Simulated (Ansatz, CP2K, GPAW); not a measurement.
## Cd: programs and potentials compared

```xyz
2
Lattice="2.9789 0.0000 0.0000 -1.4894 2.5798 0.0000 0.0000 0.0000 5.6177" Properties=species:S:1:pos:R:3 pbc="T T T"
Cd    1.4894    0.8599    4.2132
Cd    0.0000    1.7199    1.4044
```

Alike in all runs: task single point; functional RPBE; k mesh 10 × 10 × 5; occupations gaussian, width 0.02 eV; no spin polarisation; no spin-orbit coupling. Pressure is positive in compression and, in plane waves, holds the error of the finite cutoff.

```json
{"program and potentials": "Ansatz, all-electron LAPW, scalar-relativistic", "plane-wave cutoff (eV)": "-", "notes": "-", "pressure (GPa)": "5.56"}
{"program and potentials": "GPAW, the program's PAW data sets (release 1.2.1) made for this functional", "plane-wave cutoff (eV)": "600", "notes": "-", "pressure (GPa)": "4.99"}
{"program and potentials": "CP2K, POTENTIAL_UZH Cd GTH-PBE-q12; TZVP-MOLOPT-PBE-GTH basis", "plane-wave cutoff (eV)": "-", "notes": "atomic basis; potentials made for PBE", "pressure (GPa)": "5.38"}
```

The pressure spans 4.99 (GPAW, the program's PAW data sets (release 1.2.1) made for this functional) to 5.56 GPa (Ansatz, all-electron LAPW, scalar-relativistic), with all-electron results at 5.56. Rows in atomic bases carry the error of their basis and grid, which can be large.

The functional is the same throughout but for its coding, so the spread measures potentials, basis and numerics; runs on potential files found faulty are left out.
